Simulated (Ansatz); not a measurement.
# K on Co(0001): change of the work function, part 2 of 4

Aim: the work function of Co(0001) at several coverages of K (fcc site), and the dipole that each adsorbate carries.

Ansatz 0.2.0; plane-wave DFT, PBE, Ansatz PAW.

So far, work function, upper face (eV): step 2 (the clean slab) 4.93.

### Step 3. The covered slab, k-mesh 4×4×1, coverage 0.111 ML

System of this step: K/Co(0001). The cell holds 37 atoms: 36 Co and 1 K. Cell: a = 7.530 Å, b = 7.530 Å, c = 27.090 Å, α = 90.0°, β = 90.0°, γ = 60.0°. Vacuum lies along c.

The clean slab as it ended is repeated in the plane and the adsorbate is set on one face; the cell's size fixes the coverage, and the k-mesh shrinks with it to keep the sampling density about even. Adsorbate and upper layers relax, since the dipole depends on the height.

input.yaml

```yaml
crystal:
  lattice:
    - [7.53, 0.0, 0.0]
    - [3.765, 6.5211712905, 0.0]
    - [0.0, 0.0, 27.0896508988]
  atoms:
    - { symbol: Co, position: [0.2222222222, 0.2222222222, 0.332230195], spin: 1.82 }
    - { symbol: Co, position: [0.0, 0.0, 0.4073736514], spin: 1.76 }
    - { symbol: Co, position: [0.2222222222, 0.2222222222, 0.4828787628], spin: 1.74 }
    - { symbol: Co, position: [0.0, 0.0, 0.5546930502], spin: 1.79 }
    - { symbol: Co, position: [0.2222222222, 0.5555555556, 0.332230195], spin: 1.82 }
    - { symbol: Co, position: [0.0, 0.3333333333, 0.4073736514], spin: 1.76 }
    - { symbol: Co, position: [0.2222222222, 0.5555555556, 0.4828787628], spin: 1.74 }
    - { symbol: Co, position: [0.0, 0.3333333333, 0.5546930502], spin: 1.79 }
    - { symbol: Co, position: [0.2222222222, 0.8888888889, 0.332230195], spin: 1.82 }
    - { symbol: Co, position: [0.0, 0.6666666667, 0.4073736514], spin: 1.76 }
    - { symbol: Co, position: [0.2222222222, 0.8888888889, 0.4828787628], spin: 1.74 }
    - { symbol: Co, position: [0.0, 0.6666666667, 0.5546930502], spin: 1.79 }
    - { symbol: Co, position: [0.5555555556, 0.2222222222, 0.332230195], spin: 1.82 }
    - { symbol: Co, position: [0.3333333333, 0.0, 0.4073736514], spin: 1.76 }
    - { symbol: Co, position: [0.5555555556, 0.2222222222, 0.4828787628], spin: 1.74 }
    - { symbol: Co, position: [0.3333333333, 0.0, 0.5546930502], spin: 1.79 }
    - { symbol: Co, position: [0.5555555556, 0.5555555556, 0.332230195], spin: 1.82 }
    - { symbol: Co, position: [0.3333333333, 0.3333333333, 0.4073736514], spin: 1.76 }
    - { symbol: Co, position: [0.5555555556, 0.5555555556, 0.4828787628], spin: 1.74 }
    - { symbol: Co, position: [0.3333333333, 0.3333333333, 0.5546930502], spin: 1.79 }
    - { symbol: Co, position: [0.5555555556, 0.8888888889, 0.332230195], spin: 1.82 }
    - { symbol: Co, position: [0.3333333333, 0.6666666667, 0.4073736514], spin: 1.76 }
    - { symbol: Co, position: [0.5555555556, 0.8888888889, 0.4828787628], spin: 1.74 }
    - { symbol: Co, position: [0.3333333333, 0.6666666667, 0.5546930502], spin: 1.79 }
    - { symbol: Co, position: [0.8888888889, 0.2222222222, 0.332230195], spin: 1.82 }
    - { symbol: Co, position: [0.6666666667, 0.0, 0.4073736514], spin: 1.76 }
    - { symbol: Co, position: [0.8888888889, 0.2222222222, 0.4828787628], spin: 1.74 }
    - { symbol: Co, position: [0.6666666667, 0.0, 0.5546930502], spin: 1.79 }
    - { symbol: Co, position: [0.8888888889, 0.5555555556, 0.332230195], spin: 1.82 }
    - { symbol: Co, position: [0.6666666667, 0.3333333333, 0.4073736514], spin: 1.76 }
    - { symbol: Co, position: [0.8888888889, 0.5555555556, 0.4828787628], spin: 1.74 }
    - { symbol: Co, position: [0.6666666667, 0.3333333333, 0.5546930502], spin: 1.79 }
    - { symbol: Co, position: [0.8888888889, 0.8888888889, 0.332230195], spin: 1.82 }
    - { symbol: Co, position: [0.6666666667, 0.6666666667, 0.4073736514], spin: 1.76 }
    - { symbol: Co, position: [0.8888888889, 0.8888888889, 0.4828787628], spin: 1.74 }
    - { symbol: Co, position: [0.6666666667, 0.6666666667, 0.5546930502], spin: 1.79 }
    - { symbol: K, position: [0.1111111111, 0.1111111111, 0.667769805] }
magnetization:
  spin_polarized: true
kpoints:
  mp_grid: { grid: [4, 4, 1] }
hamiltonian:
  xc: pbe
scf:
  occupations: { method: fermi_dirac, width: 0.1 }
  convergence: { dr2_threshold: 1.0e-08 }
efield:
  axis: 3
  dipole_correction: true
  ramp_position: 0.97
  ramp_width: 0.06
relax:
  f_tol: 0.02
  max_steps: 60
  constraints:
    - { sites: [0, 1, 4, 5, 8, 9, 12, 13, 16, 17, 20, 21, 24, 25, 28, 29, 32, 33] }
output:
  write_potential: true
  write_density: true
  volumetric_format: npy
```

Command:

```
$ ansatz run input.yaml --threads 4 --pin off --max-ram 16384MiB --backend cpu --events-out ev --progress --plain --runs-dir out
```

Log:

```text
[...]
Crystal: 37 atoms, lattice volume = 1330.222 Å³
Basis set: ecut = 420 eV, 26035 PW (Γ), exchange–correlation on 108×108×384 points (8 copies of the dense FFT grid, shifted against one another)
Bands: 411, of which v1, the nominal top of the filled ones, is band 311 counted from 1 (310 counted from 0)
Symmetry: 6 space group operations
k-points: 4 of 16 (time reversal used)
[...]
Starting moments: Σ|m| = 63.99 μB on 36 of 37 sites
[...]
SCF iter   1: F=—  HF=-186053.127749 eV  |F-HF|=—  |Δ(HF+E_count)|=         —  Δρ=4.45e-2 (↑9.82e-3 ↓4.45e-2)  dr2=5.80e1  dr2_m=5.19e0  M=62.812 μB ∫|m|=64.899 μB  β_m=1.00  ethr=3.10e-3  p=0.000 e·Å  D=7.16e-6 V/Å  ΔV_dip=-0.00 eV  dr2_dipole=5.05e-1  V_vac-E_F(+/−)=7.41/7.41 eV  ⟨swp⟩=9.0  Hψ=16058  notcnv=0  defer=315
[...]
SCF iter  16: F=-186067.613108 eV  HF=-186067.613108 eV  |F-HF|=9.43e-9  |Δ(HF+E_count)|=   8.96e-9  Δρ=6.42e-7 (↑2.94e-7 ↓6.42e-7)  dr2=8.14e-9  dr2_m=5.60e-10  M=61.109 μB ∫|m|=67.318 μB  ethr=1.00e-12  p=0.960 e·Å  D=1.31e-1 V/Å  ΔV_dip=-3.54 eV  dr2_dipole=1.07e-10  V_vac-E_F(+/−)=1.43/4.97 eV  ⟨swp⟩=5.9  Hψ=19034  notcnv=0
SCF 1 converged in 16 iterations: F = -186067.613108 eV  dr2 = 8.14e-9
[...]
relax step   1: F+E_penalty+E_count = -186067.61310774 eV  Δ(F+E_penalty+E_count) = +0.000e0 eV  max|allowed force component| = 4.522e-1 eV/Å  Δτ_max = 0.0000 Å  (16 SCF iters, accepted)
[...]
SCF iter  13: F=-186067.647928 eV  HF=-186067.647928 eV  |F-HF|=6.98e-9  |Δ(HF+E_count)|=   1.98e-9  Δρ=5.44e-7 (↑6.84e-8 ↓5.44e-7)  dr2=7.55e-9  dr2_m=8.74e-10  M=61.109 μB ∫|m|=67.317 μB  ethr=1.00e-12  p=0.938 e·Å  D=1.28e-1 V/Å  ΔV_dip=-3.46 eV  dr2_dipole=8.23e-10  V_vac-E_F(+/−)=1.51/4.97 eV  ⟨swp⟩=6.1  Hψ=17082  notcnv=0
SCF 2 converged in 13 iterations: F = -186067.647928 eV  dr2 = 7.55e-9
[...]
relax step   2: F+E_penalty+E_count = -186067.64792778 eV  Δ(F+E_penalty+E_count) = -3.482e-2 eV  max|allowed force component| = 3.224e-1 eV/Å  Δτ_max = 0.0821 Å  (13 SCF iters, accepted)
SCF iter   1: F=—  HF=-186067.667881 eV  |F-HF|=—  |Δ(HF+E_count)|=         —  Δρ=1.30e-3 (↑9.84e-4 ↓1.30e-3)  dr2=1.45e-2  dr2_m=1.39e-2  M=61.116 μB ∫|m|=67.325 μB  β_m=1.00  ethr=2.18e-5  p=0.938 e·Å  D=1.28e-1 V/Å  ΔV_dip=-3.46 eV  dr2_dipole=2.50e-3  V_vac-E_F(+/−)=1.52/4.97 eV  ⟨swp⟩=5.5  Hψ=8386  notcnv=0  defer=372
[...]
SCF iter  14: F=-186067.672560 eV  HF=-186067.672560 eV  |F-HF|=5.53e-10  |Δ(HF+E_count)|=  4.37e-10  Δρ=2.36e-7 (↑7.29e-8 ↓2.36e-7)  dr2=1.36e-9  dr2_m=1.01e-10  M=61.117 μB ∫|m|=67.324 μB  ethr=1.00e-12  p=0.906 e·Å  D=1.23e-1 V/Å  ΔV_dip=-3.34 eV  dr2_dipole=3.41e-12  V_vac-E_F(+/−)=1.63/4.97 eV  ⟨swp⟩=6.0  Hψ=16058  notcnv=0
SCF 3 converged in 14 iterations: F = -186067.672560 eV  dr2 = 1.36e-9
relax step   3: F+E_penalty+E_count = -186067.67255951 eV  Δ(F+E_penalty+E_count) = -2.463e-2 eV  max|allowed force component| = 1.518e-1 eV/Å  Δτ_max = 0.1022 Å  (14 SCF iters, accepted)
[...]
relax step   4: F+E_penalty+E_count = -186067.67734417 eV  Δ(F+E_penalty+E_count) = -4.785e-3 eV  max|allowed force component| = 4.556e-2 eV/Å  Δτ_max = 0.0778 Å  (13 SCF iters, accepted)
SCF iter   1: F=—  HF=-186067.677116 eV  |F-HF|=—  |Δ(HF+E_count)|=         —  Δρ=2.60e-4 (↑2.11e-4 ↓2.60e-4)  dr2=7.72e-4  dr2_m=5.77e-4  M=61.104 μB ∫|m|=67.307 μB  β_m=1.00  ethr=5.43e-7  p=0.879 e·Å  D=1.20e-1 V/Å  ΔV_dip=-3.24 eV  dr2_dipole=1.04e-5  V_vac-E_F(+/−)=1.73/4.97 eV  ⟨swp⟩=3.5  Hψ=7095  notcnv=0  defer=380
[...]
SCF iter  11: F=-186067.677918 eV  HF=-186067.677918 eV  |F-HF|=8.64e-9  |Δ(HF+E_count)|=   1.63e-9  Δρ=6.10e-7 (↑1.61e-7 ↓6.10e-7)  dr2=9.31e-9  dr2_m=9.29e-10  M=61.112 μB ∫|m|=67.316 μB  ethr=1.00e-12  p=0.885 e·Å  D=1.20e-1 V/Å  ΔV_dip=-3.26 eV  dr2_dipole=1.35e-9  V_vac-E_F(+/−)=1.71/4.97 eV  ⟨swp⟩=6.0  Hψ=17538  notcnv=0
SCF 5 converged in 11 iterations: F = -186067.677918 eV  dr2 = 9.31e-9
relax step   5: F+E_penalty+E_count = -186067.67791793 eV  Δ(F+E_penalty+E_count) = -5.738e-4 eV  max|allowed force component| = 3.317e-3 eV/Å  Δτ_max = 0.0195 Å  (11 SCF iters, accepted)
NSCF: frozen V_eff on 4 k-points
[...]
SCF converged after 11 iterations
Magnetization: 61.1123 μB (341.0561 up, 279.9439 down)
Absolute magnetization: 67.3343 μB (∫|ρ↑−ρ↓|, with the PAW one-centre terms)
[...]
Per-site moments (μB) at R_I (Å): [(1.818257, 1.030734), (1.752923, 1.030734), (1.730693, 0.997733), (1.736903, 0.993036), (1.817814, 1.030734), (1.752923, 1.030734), (1.740789, 1.003794), (1.736903, 0.993036), (1.818257, 1.030734), (1.755674, 1.030734), (1.730693, 0.997733), (1.793864, 1.003794), (1.817814, 1.030734), (1.752923, 1.030734), (1.740789, 1.003794), (1.736903, 0.993036), (1.817814, 1.030734), (1.755730,  [...]
Free energy (F): -186067.677918 eV
[...]
Internal energy: -186066.471865 eV  (E = F + TS)
E sigma→0 (E₀):  -186067.074892 eV
Entropy (-TS):   -1.206053 eV (-32.596 meV/atom)
Fermi energy:    3.427766 eV
Dipole field:    D = 0.120398 V/Å  (p = 0.885081 e·Å, saw-weighted, corrected)
Work function:   Φ+ = 1.7081 eV   Φ− = 4.9696 eV
[...]
--- Forces (eV/Å), atoms counted from 1 ---
  atom   1  Co     0.00240118     0.00138632     0.50882765
  atom   2  Co    -0.00986018    -0.00569278    -0.51649952
  atom   3  Co     0.00041298     0.00023843    -0.00072004
  atom   4  Co    -0.00047104    -0.00027196    -0.00300764
  atom   5  Co     0.00015167    -0.00008757     0.51015680
  atom   6  Co    -0.00000000     0.01138555    -0.51649952
  atom   7  Co     0.00287232    -0.00165833    -0.00253124
  atom   8  Co     0.00000000     0.00054391    -0.00300764
  atom   9  Co     0.00000000    -0.00277265     0.50882765
  atom  10  Co     0.01696066    -0.00979224    -0.49982332
  atom  11  Co     0.00000000    -0.00047686    -0.00072004
  atom  12  Co     0.00193629    -0.00111792    -0.00100123
  atom  13  Co     0.00000000     0.00017514     0.51015680
  atom  14  Co     0.00986018    -0.00569278    -0.51649952
  atom  15  Co    -0.00000000     0.00331667    -0.00253124
  atom  16  Co     0.00047104    -0.00027196    -0.00300764
  atom  17  Co    -0.00015167    -0.00008757     0.51015680
  atom  18  Co     0.02510059     0.01449183    -0.49993269
  atom  19  Co    -0.00287232    -0.00165833    -0.00253124
  atom  20  Co     0.00134937     0.00077906    -0.00276690
  atom  21  Co     0.00204110    -0.00117843     0.50970863
  atom  22  Co    -0.00000000    -0.02898366    -0.49993269
  atom  23  Co    -0.00225785     0.00130357    -0.00244263
  atom  24  Co     0.00000000    -0.00155812    -0.00276690
  atom  25  Co    -0.00240118     0.00138632     0.50882765
  atom  26  Co    -0.00000000     0.01958448    -0.49982332
  atom  27  Co    -0.00041298     0.00023843    -0.00072004
  atom  28  Co    -0.00000000     0.00223583    -0.00100123
  atom  29  Co     0.00000000     0.00235686     0.50970863
  atom  30  Co    -0.02510059     0.01449183    -0.49993269
  atom  31  Co     0.00000000    -0.00260714    -0.00244263
  atom  32  Co    -0.00134937     0.00077906    -0.00276690
  atom  33  Co    -0.00204110    -0.00117843     0.50970863
  atom  34  Co    -0.01696066    -0.00979224    -0.49982332
  atom  35  Co     0.00225785     0.00130357    -0.00244263
  atom  36  Co    -0.00193629    -0.00111792    -0.00100123
  atom  37  K     -0.00000000     0.00000000    -0.00005388
  max |Σ_I F_I| component: 1.50e-4 eV/Å
--- Band table (eV; the first three rows and the last of 8) ---
  k-point 0 ↑: bands = [... 307 lower, 2.2444, 2.2625, 2.2625, 2.2724, 2.2777, 2.2877, 2.2877, 2.2902, ... 96 higher]
  k-point 1 ↑: bands = [... 307 lower, 2.2777, 2.2839, 2.2843, 2.2855, 2.3058, 2.3484, 2.3513, 2.3571, ... 96 higher]
  k-point 2 ↑: bands = [... 307 lower, 2.3263, 2.3436, 2.3484, 2.3542, 2.3563, 2.3605, 2.3662, 2.3688, ... 96 higher]
  k-point 3 ↓: bands = [... 307 lower, 4.2759, 4.2829, 4.3066, 4.3195, 4.3257, 4.3402, 4.3447, 4.3467, ... 96 higher]
--- Relaxed structure (5 steps of the walk, 5 accepted, 0 SCFs on fresh bases) ---
  F+E_penalty+E_count = -186067.67791793 eV   max|allowed force component| = 3.317e-3 eV/Å
  atoms:
    - { symbol: Co, position: [0.222222, 0.222222, 0.332230195] }
    - { symbol: Co, position: [1.111110e-11, 1.111110e-11, 0.4073736514] }
    - { symbol: Co, position: [0.222639, 0.222639, 0.482539] }
    - { symbol: Co, position: [-0.000484946, -0.000484946, 0.553863] }
    - { symbol: Co, position: [0.222222, 0.555556, 0.332230195] }
    - { symbol: Co, position: [1.111108e-11, 0.333333, 0.4073736514] }
    - { symbol: Co, position: [0.222329, 0.555502, 0.483261] }
    - { symbol: Co, position: [-0.000484946, 0.334303, 0.553863] }
    - { symbol: Co, position: [0.222222, 0.888889, 0.332230195] }
    - { symbol: Co, position: [-2.222228e-11, 0.666667, 0.4073736514] }
    - { symbol: Co, position: [0.222639, 0.888055, 0.482539] }
    - { symbol: Co, position: [9.807539e-5, 0.666618, 0.555423] }
    - { symbol: Co, position: [0.555556, 0.222222, 0.332230195] }
    - { symbol: Co, position: [0.333333, 1.111110e-11, 0.4073736514] }
    - { symbol: Co, position: [0.555502, 0.222329, 0.483261] }
    - { symbol: Co, position: [0.334303, -0.000484946, 0.553863] }
    - { symbol: Co, position: [0.555556, 0.555556, 0.332230195] }
    - { symbol: Co, position: [0.333333, 0.333333, 0.4073736514] }
    - { symbol: Co, position: [0.555502, 0.555502, 0.483261] }
    - { symbol: Co, position: [0.332780, 0.332780, 0.555376] }
    - { symbol: Co, position: [0.555556, 0.888889, 0.332230195] }
    - { symbol: Co, position: [0.333333, 0.666667, 0.4073736514] }
    - { symbol: Co, position: [0.556512, 0.888411, 0.482899] }
    - { symbol: Co, position: [0.332780, 0.667774, 0.555376] }
    - { symbol: Co, position: [0.888889, 0.222222, 0.332230195] }
    - { symbol: Co, position: [0.666667, -2.222223e-11, 0.4073736514] }
    - { symbol: Co, position: [0.888055, 0.222639, 0.482539] }
    - { symbol: Co, position: [0.666618, 9.807539e-5, 0.555423] }
    - { symbol: Co, position: [0.888889, 0.555556, 0.332230195] }
    - { symbol: Co, position: [0.666667, 0.333333, 0.4073736514] }
    - { symbol: Co, position: [0.888411, 0.556512, 0.482899] }
    - { symbol: Co, position: [0.667774, 0.332780, 0.555376] }
    - { symbol: Co, position: [0.888889, 0.888889, 0.332230195] }
    - { symbol: Co, position: [0.666667, 0.666667, 0.4073736514] }
    - { symbol: Co, position: [0.888411, 0.888411, 0.482899] }
    - { symbol: Co, position: [0.666618, 0.666618, 0.555423] }
    - { symbol: K, position: [0.111111, 0.111111, 0.658813] }
```

Run time: 28 min. Hardware: 4 threads of Arm Neoverse V1, shared host; peak memory 11 GiB; 1.8 h of CPU time.

Relaxation path:

```csv
step,energy less that of the first step (eV),largest force component (eV/Å)
1,0.0000,0.4522
2,-0.0348,0.3224
3,-0.0595,0.1518
4,-0.0642,0.0456
5,-0.0648,0.0033
```

The run keeps the 6 symmetry operations that the program found, so distortions that break them were not tested.

The atoms that moved most (Å):

```
atom      dx      dy      dz  length
 K37   0.000   0.000  -0.243   0.243
 Co4  -0.005  -0.003  -0.022   0.023
 Co8   0.000   0.006  -0.022   0.023
Co16   0.005  -0.003  -0.022   0.023
Co32   0.006  -0.004   0.019   0.020
Co20  -0.006  -0.004   0.019   0.020
Co24   0.000   0.007   0.019   0.020
Co28   0.000   0.001   0.020   0.020
```

The relaxed structure:

```xyz
37
Lattice="7.5300 0.0000 0.0000 3.7650 6.5212 0.0000 0.0000 0.0000 27.0897" Properties=species:S:1:pos:R:3
Co    2.5100    1.4491    9.0000
Co    0.0000    0.0000   11.0356
Co    2.5147    1.4519   13.0718
Co   -0.0055   -0.0032   15.0040
Co    3.7650    3.6229    9.0000
Co    1.2550    2.1737   11.0356
Co    3.7656    3.6225   13.0914
Co    1.2550    2.1800   15.0040
Co    5.0200    5.7966    9.0000
Co    2.5100    4.3474   11.0356
Co    5.0200    5.7912   13.0718
Co    2.5106    4.3471   15.0462
Co    5.0200    1.4491    9.0000
Co    2.5100    0.0000   11.0356
Co    5.0200    1.4498   13.0914
Co    2.5155   -0.0032   15.0040
Co    6.2750    3.6229    9.0000
Co    3.7650    2.1737   11.0356
Co    6.2744    3.6225   13.0914
Co    3.7587    2.1701   15.0450
Co    7.5300    5.7966    9.0000
Co    5.0200    4.3474   11.0356
Co    7.5354    5.7935   13.0816
Co    5.0200    4.3547   15.0450
Co    7.5300    1.4491    9.0000
Co    5.0200    0.0000   11.0356
Co    7.5253    1.4519   13.0718
Co    5.0200    0.0006   15.0462
Co    8.7850    3.6229    9.0000
Co    6.2750    2.1737   11.0356
Co    8.7850    3.6291   13.0816
Co    6.2813    2.1701   15.0450
Co   10.0400    5.7966    9.0000
Co    7.5300    4.3474   11.0356
Co   10.0346    5.7935   13.0816
Co    7.5294    4.3471   15.0462
K     1.2550    0.7246   17.8470
```

This step gave:

```yaml
energy_at_zero_smearing: -186067.0749 eV
total_moment: 61.11 μB
work_function_upper_face: 1.708 eV
work_function_lower_face: 4.970 eV
dipole_along_the_normal: 0.8851 e·Å
step_between_the_vacuum_levels: -3.262 eV
```

Running mean over 2.03561 Å of the planar mean; the ramp of the sawtooth is left out. Electron's electrostatic potential energy less the Fermi level against z:

```
z (Å)  electron's electrostatic potential energy less the Fermi level (eV)
  3.5                                                                 4.97
  4.0                                                                 4.97
  4.5                                                                 4.97
  5.0                                                                 4.96
  5.5                                                                 4.95
  6.0                                                                 4.91
  6.5                                                                 4.75
  7.0                                                                 4.18
  7.5                                                                 1.91
  8.0                                                                -3.47
  8.5                                                                -8.57
  9.0                                                                -10.3
  9.5                                                                -10.5
 10.0                                                                -10.5
 10.5                                                                -10.5
 11.0                                                                -10.5
 11.5                                                                -10.5
 12.0                                                                -10.4
 12.5                                                                -10.5
 13.0                                                                -10.6
 13.5                                                                -11.0
 14.0                                                                -11.5
 14.5                                                                -11.1
 15.0                                                                -10.4
 15.5                                                                -8.86
 16.0                                                                -4.20
 16.5                                                                0.590
 17.0                                                                 1.93
 17.5                                                                 1.51
 18.0                                                                 1.06
 18.5                                                                0.958
 19.0                                                                 1.25
 19.5                                                                 1.56
 20.0                                                                 1.66
 20.5                                                                 1.69
 21.0                                                                 1.70
 21.5                                                                 1.70
 22.0                                                                 1.71
 22.5                                                                 1.71
 23.0                                                                 1.71
 23.5                                                                 1.71
```

Site moment by element, in μB:

```
element  atoms   mean  spread (r.m.s.)  least  largest
     Co     36   1.77             0.03   1.73     1.82
      K      1  -0.01             0.00  -0.01    -0.01
```

The atoms farthest from the mean of their element:

```csv
atom,"x, y, z (Å)",site moment (μB)
Co1,"2.51, 1.45, 9.00",1.82
Co25,"7.53, 1.45, 9.00",1.82
Co9,"5.02, 5.80, 9.00",1.82
Co33,"10.04, 5.80, 9.00",1.82
Co21,"7.53, 5.80, 9.00",1.82
Co29,"8.79, 3.62, 9.00",1.82
Co13,"5.02, 1.45, 9.00",1.82
Co5,"3.76, 3.62, 9.00",1.82
```

The relaxation took 5 steps and lowered the energy by 0.065 eV; the largest force on the free atoms ends at 0.0033 eV/Å.

The covered face has 1.71 eV, -3.22 eV against the clean one; the bare back face has moved by -0.02 eV, a measure of how thin the slab is.

(Continued in part 3 of 4.)

[Long decimals in the printed logs are rounded to 6 places.]

[Logs are printed without paths, hosts, clocks, repeated set-up lines and the standing remarks that a program may print on its own settings, such as how far it seeks lower states.]

[Hosts, paths, dates, database ids (printed as entryN), source tags and the programs' standing remarks are cut or masked in the printed files.]

[Maps of the electrostatic potential energy from Ansatz leave out the sawtooth potential of an applied field or a dipole correction, so their vacuum need not be flat; planar profiles and work functions include it.]
